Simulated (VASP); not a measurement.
# KTaO3 (Pm-3m) in VASP: electric field gradients with PBEsol

Aim: the electric field gradients of KTaO3 with PBEsol.

Program: VASP 6.6.1. These are calculated values, not measurements. Logs are shortened: lines on timing, memory, paths and dates and some standing lists are left out, and cuts for length are marked.

## (1) The crystal as given

Symmetry: Pm-3m, No. 221, cubic system. The conventional cell has a = 3.985 Å, b = 3.985 Å, c = 3.985 Å, α = 90.00°, β = 90.00°, γ = 90.00°. K (site symmetry m-3m) is surrounded by 12 O at 2.82 Å. Ta (site symmetry m-3m) has 6 O at 1.99 Å as nearest neighbours. O (site symmetry 4/mmm) is surrounded by 2 Ta at 1.99 Å.

## (2) Electric field gradients, PBEsol

INCAR

```
  ALGO = Normal
  EDIFF = 1E-8
  ENCUT = 520
  GGA = PS
  ISIF = 2
  ISMEAR = 0
  LASPH = True
  LCHARG = False
  LEFG = True
  LREAL = False
  LWAVE = False
  NBANDS = 27
  NELM = 100
  PREC = Accurate
  SIGMA = 0.01
```

KPOINTS

```
k-points
0
Gamma
  8 8 8
```

POSCAR

```
KTaO3
1.0
    3.9852713743      0.0000000000      0.0000000000
    0.0000000000      3.9852713743      0.0000000000
    0.0000000000      0.0000000000      3.9852713743
K Ta O
1 1 3
Direct
    0.5000000000      0.5000000000      0.5000000000
    0.0000000000      0.0000000000      0.0000000000
    0.5000000000      0.0000000000      0.0000000000
    0.0000000000      0.5000000000      0.0000000000
    0.0000000000      0.0000000000      0.5000000000
```

Potentials or basis: VASP PAW PBE potentials, release 64 (K_sv, Ta_pv, O).

The run is started by

```console
$ cat potpaw_PBE.64/K_sv/POTCAR potpaw_PBE.64/Ta_pv/POTCAR potpaw_PBE.64/O/POTCAR > POTCAR
$ mpirun -np 1 vasp_std > vasp.out
```

OUTCAR:

```text
EDIFF = 1E-8
   ENCUT = 520
   GGA = PS
   ISIF = 2
   ISMEAR = 0
   LASPH = True
   LREAL = False
   NELM = 100
   PREC = Accurate

 ion  position               nearest neighbor table
   1  0.500  0.500  0.500-   3 2.82   4 2.82   5 2.82   3 2.82   4 2.82   3 2.82   5 2.82   3 2.82
                             4 2.82   5 2.82   4 2.82   5 2.82   2 3.45   2 3.45   2 3.45   2 3.45
   2  0.000  0.000  0.000-   3 1.99   4 1.99   5 1.99   5 1.99   4 1.99   3 1.99   1 3.45   1 3.45
                             1 3.45   1 3.45   1 3.45   1 3.45   1 3.45   1 3.45
   3  0.500  0.000  0.000-   2 1.99   2 1.99   1 2.82   1 2.82   1 2.82   1 2.82
   4  0.000  0.500  0.000-   2 1.99   2 1.99   1 2.82   1 2.82   1 2.82   1 2.82
   5  0.000  0.000  0.500-   2 1.99   2 1.99   1 2.82   1 2.82   1 2.82   1 2.82

  LATTYP: Found a simple cubic cell.
 ALAT       =     3.9852713743

  Lattice vectors:

 A1 = (   3.9852713743,   0.0000000000,   0.0000000000)
 A2 = (   0.0000000000,   3.9852713743,   0.0000000000)
 A3 = (   0.0000000000,   0.0000000000,   3.9852713743)

Analysis of symmetry for initial positions (statically):
=====================================================================
 Subroutine PRICEL returns:
 Original cell was already a primitive cell.

 Routine SETGRP: Setting up the symmetry group for a
 simple cubic supercell.

 Subroutine GETGRP returns: Found 48 space group operations
 (whereof 48 operations were pure point group operations)
 out of a pool of 48 trial point group operations.

The static configuration has the point symmetry O_h .

Analysis of symmetry for dynamics (positions and initial velocities):
=====================================================================
 Subroutine PRICEL returns:
 Original cell was already a primitive cell.

 Routine SETGRP: Setting up the symmetry group for a
 simple cubic supercell.

 Subroutine GETGRP returns: Found 48 space group operations
 (whereof 48 operations were pure point group operations)
 out of a pool of 48 trial point group operations.

The dynamic configuration has the point symmetry O_h .

 Subroutine INISYM returns: Found 48 space group operations
 (whereof 48 operations are pure point group operations),
 and found     1 'primitive' translations

----------------------------------------------------------------------------------------

                                     Primitive cell

  volume of cell :      63.2956

  direct lattice vectors                    reciprocal lattice vectors
     3.985271374  0.000000000  0.000000000     0.250923941  0.000000000  0.000000000
     0.000000000  3.985271374  0.000000000     0.000000000  0.250923941  0.000000000
     0.000000000  0.000000000  3.985271374     0.000000000  0.000000000  0.250923941

  length of vectors
     3.985271374  3.985271374  3.985271374     0.250923941  0.250923941  0.250923941

  position of ions in fractional coordinates (direct lattice)
     0.500000000  0.500000000  0.500000000
     0.000000000  0.000000000  0.000000000
     0.500000000  0.000000000  0.000000000
     0.000000000  0.500000000  0.000000000
     0.000000000  0.000000000  0.500000000

  ion indices of the primitive-cell ions
   primitive index   ion index
                 1           1
                 2           2
                 3           3
                 4           4
                 5           5

----------------------------------------------------------------------------------------

 KPOINTS: k-points

Automatic generation of k-mesh.
 Grid dimensions read from file:
 generate k-points for:    8    8    8

 Generating k-lattice:

  Cartesian coordinates                     Fractional coordinates (reciprocal lattice)
     0.031365493  0.000000000  0.000000000     0.125000000  0.000000000  0.000000000
     0.000000000  0.031365493  0.000000000     0.000000000  0.125000000  0.000000000
     0.000000000  0.000000000  0.031365493     0.000000000  0.000000000  0.125000000

  Length of vectors
     0.031365493  0.031365493  0.031365493

  Shift w.r.t. Gamma in fractional coordinates (k-lattice)
     0.000000000  0.000000000  0.000000000

 Subroutine IBZKPT returns following result:
 ===========================================

 Found     35 irreducible k-points:

 Following reciprocal coordinates:
            Coordinates               Weight
  0.000000  0.000000  0.000000      1.000000
  0.125000  0.000000  0.000000      6.000000
  0.250000  0.000000  0.000000      6.000000
  0.375000  0.000000  0.000000      6.000000
  0.500000  0.000000  0.000000      3.000000
  0.125000  0.125000  0.000000     12.000000
[... 16 lines left out ...]
  0.375000  0.375000  0.125000     24.000000
  0.500000  0.375000  0.125000     24.000000
 [... further k-points ...]
   k-points           NKPTS =     35   k-points in BZ     NKDIM =     35   number of bands    NBANDS=     27
   number of dos      NEDOS =    301   number of ions     NIONS =      5
   total plane-waves  NPLWV =  27000
   dimension x,y,z NGX =    30 NGY =   30 NGZ =   30
   dimension x,y,z NGXF=    60 NGYF=   60 NGZF=   60
   ions per type =               1   1   3
   NGX,Y,Z   is equivalent  to a cutoff of  12.51, 12.51, 12.51 a.u.
   NGXF,Y,Z  is equivalent  to a cutoff of  25.03, 25.03, 25.03 a.u.
 SYSTEM =  unknown system
   PREC   = accura    normal or accurate (medium, high low for compatibility)
   ISTART =      0    job   : 0-new  1-cont  2-samecut
   ICHARG =      2    charge: 1-file 2-atom 10-const
   ISPIN  =      1    spin polarized calculation?
   LNONCOLLINEAR =      F non collinear calculations
   LSORBIT =      F    spin-orbit coupling
   LASPH  =      T    aspherical Exc in radial PAW
   ENCUT  =  520.0 eV  38.22 Ry    6.18 a.u.   7.41  7.41  7.41*2*pi/ulx,y,z
   NELM   =    100;   NELMIN=  2; NELMDL= -5     # of ELM steps
   EDIFF  = 0.1E-07   stopping-criterion for ELM
   LREAL  =      F    real-space projection
   EDIFFG = 0.1E-06   stopping-criterion for IOM
   NSW    =      0    number of steps for IOM
   IBRION =     -1    ionic relax: 0-MD 1-quasi-New 2-CG
   NFREE  =      0    steps in history (QN), initial steepest desc. (CG)
   ISIF   =      2    stress and relaxation
   ISYM   =      2    0-nonsym 1-usesym 2-fastsym
   POTIM  = 0.5000    time-step for ionic-motion
   TEBEG  =    0.0;   TEEND  =   0.0 temperature during run
   PSTRESS=    0.0 pullay stress
   NELECT =      38.0000    total number of electrons
   NUPDOWN=      -1.0000    fix difference up-down
   EMIN   =  10.00;   EMAX   =-10.00  energy-range for DOS
   EFERMI =   0.00;   METHOD = LEGACY
   ISMEAR =     0;   SIGMA  =   0.01  broadening in eV -4-tet -1-fermi 0-gaus
   EFERMI_NEDOS =   21; number of points for ismear=-14 and -15
   IALGO  =     38    algorithm
   IMIX   =      4    mixing-type and parameters
     AMIX     =   0.40;   BMIX     =  1.00
     AMIX_MAG =   1.60;   BMIX_MAG =  1.00
  volume/ion in A,a.u.               =      12.66        85.43
  Fermi-wavevector in a.u.,A,eV,Ry     =   1.381057  2.609818 25.950626  1.907317
  Thomas-Fermi vector in A             =   2.505876
   LORBIT       =      0    0 simple, 1 ext, 2 COOP (PROOUT), +10 PAW based schemes
   GGA     = PS    functional components
   LHFCALC =     F    Hartree Fock is set to
   AEXX    =    0.0000 exact exchange contribution
   IVDW    =     0    specifies the selected vdW correction
   LEPSILON=     F    determine dielectric tensor
   LRPA    =     F    only Hartree local field effects (RPA)
 non-spin polarized calculation
 Gauss-broadening in eV      SIGMA  =   0.01
  energy-cutoff  :      520.00
  volume of cell :       63.30
 maximum number of plane-waves:      1743
 NGX is ok and might be reduce to    30
   NGX = 15   NGY = 15   NGZ = 15

 number of electron      37.9999976 magnetization

 Free energy of the ion-electron system (eV)
  ---------------------------------------------------
  ext. energy  EPLUGINS =         0.00000000
  ---------------------------------------------------
  free energy    TOTEN  =       -42.92055794 eV

  energy without entropy =      -42.92055794  energy(sigma->0) =      -42.92055794

 E-fermi :   1.7941     XC(G=0): -11.1514

 val. band max:        1.6784426312   @ k =   0.5000   0.5000   0.5000
 cond. band min:       3.7682179846   @ k =   0.0000   0.0000   0.0000
 fundamental gap:      2.0897753534
 Fermi energy:         1.7940518346

 k-point     1 :       0.0000    0.0000    0.0000
  band No.  band energies     occupation
      1     -32.3749      2.00000
      2     -32.3749      2.00000
      3     -32.3749      2.00000
      4     -25.4381      2.00000
      5     -15.8151      2.00000
      6     -15.0873      2.00000
[... 19 lines left out ...]
     26       9.5888      0.00000
     27       9.5888      0.00000

 k-point     2 :       0.1250    0.0000    0.0000
  band No.  band energies     occupation
      1     -32.3886      2.00000
      2     -32.3744      2.00000
      3     -32.3744      2.00000
      4     -25.4336      2.00000
      5     -15.7688      2.00000
      6     -15.0836      2.00000
[... 19 lines left out ...]
     26       9.7917      0.00000
     27       9.8303      0.00000

 k-point     3 :       0.2500    0.0000    0.0000
  band No.  band energies     occupation
      1     -32.4214      2.00000
      2     -32.3731      2.00000
      3     -32.3731      2.00000
      4     -25.4230      2.00000
      5     -15.7131      2.00000
      6     -15.0749      2.00000
[... 594 lines left out ...]
      1     -32.4495      2.00000
      2     -32.4491      2.00000
      3     -32.3823      2.00000
      4     -25.3953      2.00000
      5     -15.2306      2.00000
      6     -14.4077      2.00000
[... 19 lines left out ...]
     26      12.2158      0.00000
     27      12.3798      0.00000

 k-point    24 :       0.5000    0.3750    0.1250
  band No.  band energies     occupation
      1     -32.4625      2.00000
      2     -32.4486      2.00000
      3     -32.3817      2.00000
      4     -25.3928      2.00000
      5     -15.2056      2.00000
      6     -14.3866      2.00000
[... 19 lines left out ...]
     26      12.3424      0.00000
     27      12.4111      0.00000

 [... further k-points ...]

------------------------ aborting loop because EDIFF is reached ----------------------------------------

  FORCE on cell =-STRESS in cart. coord.  units (eV):
  Direction    XX          YY          ZZ          XY          YZ          ZX
  --------------------------------------------------------------------------------------
  -------------------------------------------------------------------------------------
  Total        0.2967488      0.2967488      0.2967488      0.0000000      0.0000000      0.0000000
  in kB        7.5114865      7.5114865      7.5114865      0.0000000      0.0000000      0.0000000
  external PRESSURE =       7.5114865 kB  Pullay stress =       0.0000000 kB

 VOLUME and BASIS-vectors are now :
 -----------------------------------------------------------------------------
  energy-cutoff  :      520.00
  volume of cell :       63.30
      direct lattice vectors                 reciprocal lattice vectors
     3.985271374  0.000000000  0.000000000     0.250923941  0.000000000  0.000000000
     0.000000000  3.985271374  0.000000000     0.000000000  0.250923941  0.000000000
     0.000000000  0.000000000  3.985271374     0.000000000  0.000000000  0.250923941

 POSITION                                       TOTAL-FORCE (eV/Angst)
 -----------------------------------------------------------------------------------
      1.99264      1.99264      1.99264         0.000000      0.000000      0.000000
      0.00000      0.00000      0.00000         0.000000      0.000000      0.000000
      1.99264      0.00000      0.00000         0.000000      0.000000      0.000000
      0.00000      1.99264      0.00000         0.000000      0.000000      0.000000
      0.00000      0.00000      1.99264         0.000000      0.000000      0.000000
 -----------------------------------------------------------------------------------
    total drift:                                0.000000     -0.000000      0.000000

  FREE ENERGIE OF THE ION-ELECTRON SYSTEM (eV)
  ---------------------------------------------------
  free  energy   TOTEN  =       -42.9205579426 eV

  energy  without entropy=      -42.9205579426  energy(sigma->0) =      -42.92055794

 Electric field gradients (V/A^2)
---------------------------------------------------------------------
 ion       V_xx      V_yy      V_zz      V_xy      V_xz      V_yz
---------------------------------------------------------------------
   1      -0.000    -0.000    -0.000    -0.000     0.000    -0.000
   2      -0.000    -0.000    -0.000    -0.000    -0.000    -0.000
   3      17.689    -8.844    -8.844    -0.000    -0.000    -0.000
   4      -8.844    17.689    -8.844     0.000    -0.000     0.000
   5      -8.844    -8.844    17.689    -0.000    -0.000     0.000
---------------------------------------------------------------------

 Electric field gradients after diagonalization (V/A^2)
 (convention: |V_zz| > |V_xx| > |V_yy|)
----------------------------------------------------------------------
 ion       V_xx      V_yy      V_zz     asymmetry (V_yy - V_xx)/ V_zz
----------------------------------------------------------------------
   1      -0.000    -0.000    -0.000      -0.053
   2      -0.000    -0.000    -0.000      -0.031
   3      -8.844    -8.844    17.689       0.000
   4      -8.844    -8.844    17.689       0.000
   5      -8.844    -8.844    17.689       0.000
----------------------------------------------------------------------

           NMR quadrupolar parameters

 Cq : quadrupolar parameter    Cq=e*Q*V_zz/h
 eta: asymmetry parameters     (V_yy - V_xx)/ V_zz
 Q  : nuclear electric quadrupole moment in mb (millibarn)
----------------------------------------------------------------------
 ion       Cq(MHz)       eta       Q (mb)
----------------------------------------------------------------------
   1      -0.000      -0.053       1.000
   2      -0.000      -0.031       1.000
   3       0.043       0.000       1.000
   4       0.043       0.000       1.000
   5       0.043       0.000       1.000
----------------------------------------------------------------------
```

It took 40 s on 1 thread of Intel Xeon Platinum 8488C (Sapphire Rapids), shared host; peak memory 0.2 GiB.

What came out:

* Free energy: -42.9206 eV
* Pressure: 0.8 GPa
* Band gap on the k mesh: 2.09 eV, indirect (least direct gap 2.71 eV)

Levels at points of the mesh, in eV from the valence-band top:
| k point | band 16 | band 17 | band 18 | band 19 | band 20 | band 21 | band 22 | band 23 |
| --- | --- | --- | --- | --- | --- | --- | --- | --- |
| (0.00, 0.00, 0.00) | -1.08 | -0.62 | -0.62 | -0.62 | 2.09 | 2.09 | 2.09 | 6.46 |
| (0.50, 0.00, 0.00) | -2.18 | -1.55 | -0.85 | -0.85 | 2.25 | 5.00 | 5.00 | 6.82 |
| (0.50, 0.50, 0.00) | -1.66 | -1.45 | -1.45 | -0.04 | 5.04 | 5.04 | 6.33 | 7.66 |
| (0.50, 0.50, 0.50) | -3.95 | 0.00 | 0.00 | 0.00 | 6.47 | 6.47 | 6.47 | 8.80 |

Electric field gradients, principal values (V/Å²):
```tsv
atom	Vxx	Vyy	Vzz
1 K	0.000	0.000	0.000
2 Ta	0.000	0.000	0.000
3 O	-8.844	-8.844	17.689
4 O	-8.844	-8.844	17.689
5 O	-8.844	-8.844	17.689
```

Caveat: the PAW data sets were made with another functional, which shifts forces and pressure a little; spin-orbit coupling is left out, which moves the levels of the heavy elements.
